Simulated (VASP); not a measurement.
## TaC: single point with PBE

The system is TaC.

```xyz
2
Lattice="0.0000 2.2400 2.2400 2.2400 0.0000 2.2400 2.2400 2.2400 0.0000" Properties=species:S:1:pos:R:3 pbc="T T T"
Ta    0.0000    0.0000    0.0000
C     2.2400    2.2400    2.2400
```

```yaml
Program: VASP 6.6.1
Task: single point
Functional: PBE
Potentials_or_basis: VASP PAW PBE potentials, release 64 (Ta_pv, C)
Cutoff: 520 eV
k_mesh: 16 × 16 × 16
Occupations: gaussian, width 0.1 eV
Spin: non-collinear spin, zero start, spin-orbit coupling
Starting_moments: "[[0.0, 0.0, 0.0], [0.0, 0.0, 0.0]] μB"
Further_INCAR_settings: ALGO = Fast; EDIFF = 1e-07; NBANDS = 27
```

| Property | Result |
| --- | --- |
| Pressure | 0.0 GPa |
| Net moment | 0.00 μB per cell |
| Valence electrons inside the program's atomic spheres | Ta 8.93; C 2.44 |

Moments on the atoms (μB; x, y, z):
```
Ta  0.00 0.00 0.00
C   0.00 0.00 0.00
```

It took 30 s on 4 MPI ranks on Intel(R) Xeon(R) 6975P-C (Granite Rapids), with other jobs on the host, peak memory 0.28 GiB a rank.
